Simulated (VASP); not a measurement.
# CsPbCl₃: forms and broadenings of the independent-particle spectrum

CsPbCl₃, Pm-3m (no. 221), 5 atoms in the cell. PBE, independent-particle dielectric function; PAW potentials Pb_d, Cs_sv, Cl (PBE set).

## Input

INCAR.step1:
```
PREC     = Accurate       # precision mode
ENCUT    = 300            # plane-wave cutoff, eV
ISMEAR   = 0              # smearing method
SIGMA    = 0.02           # smearing width, eV
EDIFF    = 1E-8           # SCF threshold, eV
LASPH    = T              # aspherical terms in the spheres
KPAR     = 4            
LWAVE    = F              # write WAVECAR
LCHARG   = F              # write CHGCAR
LEPSILON = T              # dielectric tensor by DFPT
```

INCAR.step2, as INCAR.step1 but for:
```
- LWAVE = F
- LEPSILON = T
+ LWAVE = T
+ NBANDS = 78
```

INCAR.step3, as INCAR.step2 but for:
```
- EDIFF = 1E-8
- LWAVE = T
+ EDIFF = 1E-7
+ LWAVE = F
+ LOPTICS = T
+ NEDOS = 2000
+ CSHIFT = 0.1
+ ALGO = None
+ NELM = 1
+ ISTART = 1
```

INCAR.step4, as INCAR.step3 but for:
```
+ LNABLA = T
```

INCAR.step5, as INCAR.step4 but for:
```
- LNABLA = T
+ LPEAD = T
+ IPEAD = 2
```

INCAR.step6, as INCAR.step5 but for:
```
- IPEAD = 2
+ IPEAD = 3
```

INCAR.step7 changes the same tag again: IPEAD = 4.

INCAR.step8, as INCAR.step7 but for:
```
- CSHIFT = 0.1
- LPEAD = T
- IPEAD = 4
+ CSHIFT = 0.2
```

INCAR.step9, as INCAR.step8 but for:
```
- CSHIFT = 0.2
+ CSHIFT = 0.01
```

INCAR.step10 changes the same tag again: CSHIFT = 0.03.

INCAR.step11, as INCAR.step10 but for:
```
- ISMEAR = 0
- CSHIFT = 0.03
+ ISMEAR = -5
+ CSHIFT = 0.1
```

INCAR.step12, as INCAR.step11 but for:
```
- ISMEAR = -5
- SIGMA = 0.02
+ ISMEAR = 0
+ SIGMA = 0.2
```

INCAR.step13, as INCAR.step12 but for:
```
- SIGMA = 0.2
+ SIGMA = 0.02
+ OMEGAMAX = 12
```

INCAR.step14, as INCAR.step13 but for:
```
- OMEGAMAX = 12
+ OMEGAMAX = 60
```

KPOINTS:
```
k-points
0
Gamma
  8 8 8
```

POSCAR:
```
CsPbCl3
1.0
    5.6050000000      0.0000000000      0.0000000000
    0.0000000000      5.6050000000      0.0000000000
    0.0000000000      0.0000000000      5.6050000000
Pb Cs Cl
1 1 3
Direct
    0.5000000000      0.5000000000      0.5000000000
    0.0000000000      0.0000000000      0.0000000000
    0.5000000000      0.0000000000      0.5000000000
    0.0000000000      0.5000000000      0.5000000000
    0.5000000000      0.5000000000      0.0000000000
```

Commands (each step's output is kept before the next begins):
```
cat potpaw_PBE.64/Pb_d/POTCAR potpaw_PBE.64/Cs_sv/POTCAR potpaw_PBE.64/Cl/POTCAR > POTCAR
cp INCAR.step1 INCAR
mpirun -np 4 vasp_std > vasp.out
rm WAVECAR CHG
cp INCAR.step2 INCAR
mpirun -np 4 vasp_std > vasp.out
cp INCAR.step3 INCAR
mpirun -np 4 vasp_std > vasp.out
cp INCAR.step4 INCAR
mpirun -np 4 vasp_std > vasp.out
cp INCAR.step5 INCAR
mpirun -np 4 vasp_std > vasp.out
cp INCAR.step6 INCAR
mpirun -np 4 vasp_std > vasp.out
cp INCAR.step7 INCAR
mpirun -np 4 vasp_std > vasp.out
cp INCAR.step8 INCAR
mpirun -np 4 vasp_std > vasp.out
cp INCAR.step9 INCAR
mpirun -np 4 vasp_std > vasp.out
cp INCAR.step10 INCAR
mpirun -np 4 vasp_std > vasp.out
cp INCAR.step11 INCAR
mpirun -np 4 vasp_std > vasp.out
cp INCAR.step12 INCAR
mpirun -np 4 vasp_std > vasp.out
cp INCAR.step13 INCAR
mpirun -np 4 vasp_std > vasp.out
cp INCAR.step14 INCAR
mpirun -np 4 vasp_std > vasp.out
```

## Result

- Direct gap on the mesh (eV): 1.94
- Gap on the mesh (eV): 1.94
- Bands: 78

One ground state, settings moved in the last step alone:

| Settings | ε at zero frequency | Mean energy of the absorption, weighted by Im ε (eV) | Time (s) |
|---|---|---|---|
| longitudinal form, CSHIFT 0.1 | 4.27 | 9.56 | 7 |
| transversal form (LNABLA) | 4.57 | 9.81 | 7 |
| finite differences (LPEAD), order 2 | 4.21 | 9.61 | 15 |
| finite differences (LPEAD), order 3 | 4.22 | 9.60 | 19 |
| finite differences (LPEAD), order 4 | 4.23 | 9.59 | 22 |
| CSHIFT 0.2 | 4.27 | 9.58 | 8 |
| CSHIFT 0.01 | 4.28 | 9.46 | 8 |
| CSHIFT 0.03 | 4.28 | 9.53 | 8 |
| tetrahedron method | 4.19 | 9.62 | 9 |
| SIGMA 0.2 | 4.28 | 9.56 | 10 |
| OMEGAMAX 12, which cuts the spectrum short | 3.66 | – | 8 |
| OMEGAMAX 60 | 4.27 | 9.56 | 8 |

The mean energy covers the spectrum up to 20 eV.

On the same mesh, density-functional perturbation theory with local fields gives ε = 3.98.

Limits: Spin-orbit coupling is left out, which can matter with atoms this heavy.

VASP 6.6.1 took 529 s on 4 cores (Intel Xeon Platinum 8259CL @ 2.50GHz (Skylake/Cascade Lake)), a shared host.
